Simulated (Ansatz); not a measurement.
A (111) slab of TaN (Fm-3m (No. 225)), 10 planes, outer planes N (top) and Ta (bottom), with 10 atoms (Ta5N5) in a surface cell of A = 8.449 Å², as cut from the bulk:

```
CELL_PARAMETERS angstrom
3.12348 0.00000 0.00000
-1.56174 2.70501 0.00000
0.00000 0.00000 26.47640
ATOMIC_POSITIONS crystal
Ta 0.33333 0.66667 0.28327
N 0.66667 0.33333 0.33143
Ta 0.00000 0.00000 0.37960
N 0.33333 0.66667 0.42776
Ta 0.66667 0.33333 0.47592
N 0.00000 0.00000 0.52408
Ta 0.33333 0.66667 0.57224
N 0.66667 0.33333 0.62040
Ta 0.00000 0.00000 0.66857
N 0.33333 0.66667 0.71673
```

Method: DFT PBE, scalar-relativistic, plane waves, PAW in Ansatz. Settings: cutoff 420 eV, Γ-centred mesh 12×12×1 on the computed 10-atom cell, Gaussian smearing of 0.10 eV; no spin polarisation. The cell repeats along c with a dipole correction in the vacuum.

Against the same 10 atoms in the bulk, the slab as cut lies 2.812 eV higher and the relaxed slab 1.756 eV higher.

Question: Work out the surface energy before and after relaxation.

Answer: The slab has two faces, so γ = (E_slab − N·E_bulk)/(2A), the mean of both. As cut: 2.812/(2 × 8.449) = 0.1664 eV/Å², and 1 eV/Å² = 16.02 J/m², so γ = 2.67 J/m². Relaxed: 1.756/(2 × 8.449) = 0.1039 eV/Å² = 1.66 J/m². Relaxation recovers 38 % of the cost of cutting.

Question: What is the ideal work of this cut, per area?

Answer: Griffith's ideal work is 2γ: 5.33 J/m² if the new faces stay rigid, 3.33 J/m² if they relax. One thickness was run, 10 planes, so γ can still shift with it.

The reference crystal is the rock-salt form of TaN, which isn't its usual structure.